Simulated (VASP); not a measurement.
# MnS (Fm-3m) in VASP: single point with PBE+U

Aim: the single point of MnS with PBE+U.

All numbers are computed with VASP 6.6.1; they aren't measurements. Logs are shortened: lines on timing, memory, paths and dates and some standing lists are left out, and cuts for length are marked.

## (1) Starting point

The structure is cubic, space group Fm-3m (No. 225). Conventional cell: a = 5.209 Å, b = 5.209 Å, c = 5.209 Å, α = 90.00°, β = 90.00°, γ = 90.00°. Mn (site symmetry m-3m) is surrounded by 6 S at 2.60 Å. Around S (site symmetry m-3m) lie 6 Mn at 2.60 Å.

## (2) Single point, PBE+U, collinear spin, typed start

Contents of INCAR:

```
SYSTEM = MnS
PREC     = Accurate       ! precision mode
ENCUT    = 520            ! plane-wave cutoff, eV
EDIFF    = 1E-6           ! SCF threshold, eV
ISMEAR   = 0              ! smearing method
SIGMA    = 0.05           ! smearing width, eV
LREAL    = .FALSE.        ! projectors in reciprocal space
LASPH    = .TRUE.         ! aspherical terms in the spheres
NELM     = 150            ! most SCF steps
ALGO     = Fast           ! electronic algorithm
ISIF     = 2              ! what is computed and relaxed
LWAVE    = .FALSE.        ! write WAVECAR
LCHARG   = .FALSE.        ! write CHGCAR
ISPIN    = 2              ! spin polarisation
MAGMOM   = 5 0            ! initial moments
LORBIT   = 11             ! projections on sites
LMAXMIX  = 4              ! l up to which the mixer works
LDAU     = .TRUE.         ! DFT+U
LDAUTYPE = 2            
LDAUL    = 2 -1           ! shell
LDAUU    = 3.9 0          ! U, eV
LDAUJ    = 0 0          
LDAUPRINT= 1            
GGA      = PE             ! functional
NBANDS   = 20             ! bands
```

Contents of KPOINTS:

```
regular mesh
0
G
  10 10 10
  0 0 0
```

Contents of POSCAR:

```
MnS
1.0
    0.0000000000      2.6045000000      2.6045000000
    2.6045000000      0.0000000000      2.6045000000
    2.6045000000      2.6045000000      0.0000000000
Mn S
1 1
Direct
    0.0000000000      0.0000000000      0.0000000000
    0.5000000000      0.5000000000      0.5000000000
```

Potentials or basis: VASP PAW PBE potentials, release 64 (Mn_pv, S).

The run is started by

```
$ cat potpaw_PBE.64/Mn_pv/POTCAR potpaw_PBE.64/S/POTCAR > POTCAR
$ mpirun -np 1 vasp_std > vasp.out
```

OUTCAR:

```text
SYSTEM = MnS
   PREC = Accurate
   ENCUT = 520
   EDIFF = 1E-6
   ISMEAR = 0
   LREAL = .FALSE.
   LASPH = .TRUE.
   NELM = 150
   ISIF = 2
   ISPIN = 2
   LORBIT = 11
   GGA = PE

 ion  position               nearest neighbor table
   1  0.000  0.000  0.000-   2 2.60   2 2.60   2 2.60   2 2.60   2 2.60   2 2.60
   2  0.500  0.500  0.500-   1 2.60   1 2.60   1 2.60   1 2.60   1 2.60   1 2.60

  LATTYP: Found a face centered cubic cell.
 ALAT       =     5.2090000000

  Lattice vectors:

 A1 = (   0.0000000000,   2.6045000000,   2.6045000000)
 A2 = (   2.6045000000,   0.0000000000,   2.6045000000)
 A3 = (   2.6045000000,   2.6045000000,   0.0000000000)

Analysis of symmetry for initial positions (statically):
=====================================================================
 Subroutine PRICEL returns:
 Original cell was already a primitive cell.

 Routine SETGRP: Setting up the symmetry group for a
 face centered cubic supercell.

 Subroutine GETGRP returns: Found 48 space group operations
 (whereof 48 operations were pure point group operations)
 out of a pool of 48 trial point group operations.

The static configuration has the point symmetry O_h .

Analysis of symmetry for dynamics (positions and initial velocities):
=====================================================================
 Subroutine PRICEL returns:
 Original cell was already a primitive cell.

 Routine SETGRP: Setting up the symmetry group for a
 face centered cubic supercell.

 Subroutine GETGRP returns: Found 48 space group operations
 (whereof 48 operations were pure point group operations)
 out of a pool of 48 trial point group operations.

The dynamic configuration has the point symmetry O_h .

Analysis of structural, dynamic, and magnetic symmetry:
=====================================================================
 Subroutine PRICEL returns:
 Original cell was already a primitive cell.

 Routine SETGRP: Setting up the symmetry group for a
 face centered cubic supercell.

 Subroutine GETGRP returns: Found 48 space group operations
 (whereof 48 operations were pure point group operations)
 out of a pool of 48 trial point group operations.

The overall configuration has the point symmetry O_h .

 Subroutine INISYM returns: Found 48 space group operations
 (whereof 48 operations are pure point group operations),
 and found     1 'primitive' translations

----------------------------------------------------------------------------------------

                                     Primitive cell

  volume of cell :      35.3348

  direct lattice vectors                    reciprocal lattice vectors
     0.000000000  2.604500000  2.604500000    -0.191975427  0.191975427  0.191975427
     2.604500000  0.000000000  2.604500000     0.191975427 -0.191975427  0.191975427
     2.604500000  2.604500000  0.000000000     0.191975427  0.191975427 -0.191975427

  length of vectors
     3.683319223  3.683319223  3.683319223     0.332511194  0.332511194  0.332511194

  position of ions in fractional coordinates (direct lattice)
     0.000000000  0.000000000  0.000000000
     0.500000000  0.500000000  0.500000000

  ion indices of the primitive-cell ions
   primitive index   ion index
                 1           1
                 2           2

----------------------------------------------------------------------------------------

 KPOINTS: regular mesh

Automatic generation of k-mesh.
 Grid dimensions read from file:
 generate k-points for:   10   10   10

 Generating k-lattice:

  Cartesian coordinates                     Fractional coordinates (reciprocal lattice)
    -0.019197543  0.019197543  0.019197543     0.100000000  0.000000000  0.000000000
[... 59 lines left out ...]
   EDIFF  = 0.1E-05   stopping-criterion for ELM
   LREAL  =      F    real-space projection
   EDIFFG = 0.1E-04   stopping-criterion for IOM
   NSW    =      0    number of steps for IOM
   IBRION =     -1    ionic relax: 0-MD 1-quasi-New 2-CG
   NFREE  =      0    steps in history (QN), initial steepest desc. (CG)
   ISIF   =      2    stress and relaxation
   ISYM   =      2    0-nonsym 1-usesym 2-fastsym
   POTIM  = 0.5000    time-step for ionic-motion
   TEBEG  =    0.0;   TEEND  =   0.0 temperature during run
   PSTRESS=    0.0 pullay stress
   NELECT =      19.0000    total number of electrons
   NUPDOWN=      -1.0000    fix difference up-down
   EMIN   =  10.00;   EMAX   =-10.00  energy-range for DOS
   EFERMI =   0.00;   METHOD = LEGACY
   ISMEAR =     0;   SIGMA  =   0.05  broadening in eV -4-tet -1-fermi 0-gaus
   EFERMI_NEDOS =   21; number of points for ismear=-14 and -15
   IALGO  =     68    algorithm
   IMIX   =      4    mixing-type and parameters
     AMIX     =   0.40;   BMIX     =  1.00
     AMIX_MAG =   1.60;   BMIX_MAG =  1.00
  volume/ion in A,a.u.               =      17.67       119.23
  Fermi-wavevector in a.u.,A,eV,Ry     =   1.331246  2.515690 24.112464  1.772216
  Thomas-Fermi vector in A             =   2.460272
   LORBIT       =     11    0 simple, 1 ext, 2 COOP (PROOUT), +10 PAW based schemes
 LDA+U is selected, type is set to LDAUTYPE =  2
   angular momentum for each species LDAUL =     2   -1
   U (eV)           for each species LDAUU =   3.9  0.0
   J (eV)           for each species LDAUJ =   0.0  0.0
   GGA     = PE    functional components
   LHFCALC =     F    Hartree Fock is set to
   AEXX    =    0.0000 exact exchange contribution
   IVDW    =     0    specifies the selected vdW correction
   LEPSILON=     F    determine dielectric tensor
   LRPA    =     F    only Hartree local field effects (RPA)
 spin polarized calculation
 RMM-DIIS sequential band-by-band and
 Gauss-broadening in eV      SIGMA  =   0.05
  energy-cutoff  :      520.00
  volume of cell :       35.33
 maximum number of plane-waves:       966
   NGX = 13   NGY = 13   NGZ = 13

atom =   1  type =  1  l = 2

 onsite density matrix

spin component  1

  0.9334  0.0000 -0.0000  0.0000 -0.0000
  0.0000  0.9334  0.0000  0.0000  0.0000
 -0.0000  0.0000  0.9554  0.0000 -0.0000
  0.0000  0.0000  0.0000  0.9334  0.0000
 -0.0000  0.0000 -0.0000  0.0000  0.9554

spin component  2

  0.0150  0.0000  0.0000 -0.0000 -0.0000
  0.0000  0.0150  0.0000 -0.0000  0.0000
  0.0000  0.0000  0.0768 -0.0000  0.0000
 -0.0000 -0.0000 -0.0000  0.0150 -0.0000
 -0.0000  0.0000  0.0000 -0.0000  0.0768

 occupancies and eigenvectors

  o =  0.0150  v =  0.0000  0.0000  0.0000  0.0000  0.0000  0.9999 -0.0009 -0.0000  0.0152  0.0000      0.0000  0.0000  0.0000  0.0000  0.0000  0.0000  0.0000  0.0000  0.0000  0.0000
  o =  0.0150  v =  0.0000  0.0000  0.0000  0.0000  0.0000  0.0152 -0.0192 -0.0000 -0.9997 -0.0000      0.0000  0.0000  0.0000  0.0000  0.0000  0.0000  0.0000  0.0000  0.0000  0.0000
  o =  0.0150  v =  0.0000  0.0000  0.0000  0.0000  0.0000  0.0012  0.9998 -0.0000 -0.0192 -0.0000      0.0000  0.0000  0.0000  0.0000  0.0000  0.0000  0.0000  0.0000  0.0000  0.0000
  o =  0.0768  v =  0.0000  0.0000  0.0000  0.0000  0.0000  0.0000 -0.0000  0.0159  0.0000 -0.9999      0.0000  0.0000  0.0000  0.0000  0.0000  0.0000  0.0000  0.0000  0.0000  0.0000
  o =  0.0768  v =  0.0000  0.0000  0.0000  0.0000  0.0000 -0.0000 -0.0000 -0.9999  0.0000 -0.0159      0.0000  0.0000  0.0000  0.0000  0.0000  0.0000  0.0000  0.0000  0.0000  0.0000
  o =  0.9334  v =  0.0000  0.9540  0.0000  0.2999  0.0000  0.0000  0.0000  0.0000  0.0000  0.0000      0.0000  0.0000  0.0000  0.0000  0.0000  0.0000  0.0000  0.0000  0.0000  0.0000
  o =  0.9334  v =  0.0000  0.2999  0.0000 -0.9540 -0.0000  0.0000  0.0000  0.0000  0.0000  0.0000      0.0000  0.0000  0.0000  0.0000  0.0000  0.0000  0.0000  0.0000  0.0000  0.0000
  o =  0.9334  v =  1.0000  0.0000  0.0000  0.0000  0.0000  0.0000  0.0000  0.0000  0.0000  0.0000      0.0000  0.0000  0.0000  0.0000  0.0000  0.0000  0.0000  0.0000  0.0000  0.0000
  o =  0.9554  v =  0.0000 -0.0000 -0.0152 -0.0000  0.9999  0.0000  0.0000  0.0000  0.0000  0.0000      0.0000  0.0000  0.0000  0.0000  0.0000  0.0000  0.0000  0.0000  0.0000  0.0000
  o =  0.9554  v =  0.0000  0.0000 -0.9999  0.0000 -0.0152  0.0000  0.0000  0.0000  0.0000  0.0000      0.0000  0.0000  0.0000  0.0000  0.0000  0.0000  0.0000  0.0000  0.0000  0.0000

 number of electron      18.9999989 magnetization       5.0000013

 Free energy of the ion-electron system (eV)
  ---------------------------------------------------
  ext. energy  EPLUGINS =         0.00000000
  ---------------------------------------------------
  free energy    TOTEN  =       -12.96884445 eV

  energy without entropy =      -12.96884445  energy(sigma->0) =      -12.96884445

 E-fermi :   6.7294     XC(G=0): -10.5999

 val. band max:        6.4369786649   @ k =   0.5000   0.0000   0.0000
 cond. band min:       6.9645630627   @ k =   0.5000   0.5000   0.0000
 fundamental gap:      0.5275843978
 Fermi energy:         6.7294480450

 spin component 1

 k-point     1 :       0.0000    0.0000    0.0000
  band No.  band energies     occupation
      1     -44.2674      1.00000
      2     -44.2674      1.00000
      3     -44.2674      1.00000
      4      -7.7406      1.00000
      5       1.5574      1.00000
      6       1.5574      1.00000
[... 1097 lines left out ...]
     19      23.1939      0.00000
     20      23.7133      0.00000

 [... further k-points ...]
[... 5 lines left out ...]
  --------------------------------------------------------------------------------------
  -------------------------------------------------------------------------------------
  Total        0.9280996      0.9280996      0.9280996      0.0000000      0.0000000     -0.0000000
  in kB       42.0825558     42.0825558     42.0825558      0.0000000      0.0000000     -0.0000000
  external PRESSURE =      42.0825558 kB  Pullay stress =       0.0000000 kB

 VOLUME and BASIS-vectors are now :
 -----------------------------------------------------------------------------
  energy-cutoff  :      520.00
  volume of cell :       35.33
      direct lattice vectors                 reciprocal lattice vectors
     0.000000000  2.604500000  2.604500000    -0.191975427  0.191975427  0.191975427
     2.604500000  0.000000000  2.604500000     0.191975427 -0.191975427  0.191975427
     2.604500000  2.604500000  0.000000000     0.191975427  0.191975427 -0.191975427

 POSITION                                       TOTAL-FORCE (eV/Angst)
 -----------------------------------------------------------------------------------
      0.00000      0.00000      0.00000        -0.000000      0.000000      0.000000
      2.60450      2.60450      2.60450         0.000000      0.000000     -0.000000
 -----------------------------------------------------------------------------------
    total drift:                               -0.000000      0.000000      0.000000

  FREE ENERGIE OF THE ION-ELECTRON SYSTEM (eV)
  ---------------------------------------------------
  free  energy   TOTEN  =       -12.9688444461 eV

  energy  without entropy=      -12.9688444461  energy(sigma->0) =      -12.96884445

 total charge

# of ion       s       p       d       tot
------------------------------------------
    1        0.219   6.171   4.892  11.282
    2        1.321   2.464   0.000   3.785
--------------------------------------------------
tot          1.540   8.636   4.892  15.068

 magnetization (x)

# of ion       s       p       d       tot
------------------------------------------
    1        0.049   0.038   4.503   4.590
    2        0.021   0.066   0.000   0.087
--------------------------------------------------
tot          0.070   0.105   4.503   4.677
```

Wall time 48 s (1 thread of Intel Xeon Platinum 8488C (Sapphire Rapids), shared host); peak memory 0.2 GiB.

Results:

```
Free energy                                           : -12.9688 eV
Pressure                                              : 4.2 GPa
Band gap on the k mesh                                : 0.53 eV, indirect (least direct gap 2.59 eV)
Net moment                                            : 5.00 μB per cell
Site moments                                          : Mn +4.59; S +0.09 μB
Valence electrons inside the program's atomic spheres : Mn 11.28; S 3.79
```

Eigenvalues of the final occupation matrices:
```
    site  spin  trace               eigenvalues
site 1 d     1   4.71  0.93 0.93 0.93 0.96 0.96
site 1 d     2   0.20  0.01 0.01 0.01 0.08 0.08
```

Caveat: a cell with one magnetic atom can't hold antiferromagnetic order, which such compounds often take. The state reached can hang on the start; a lower one may exist.
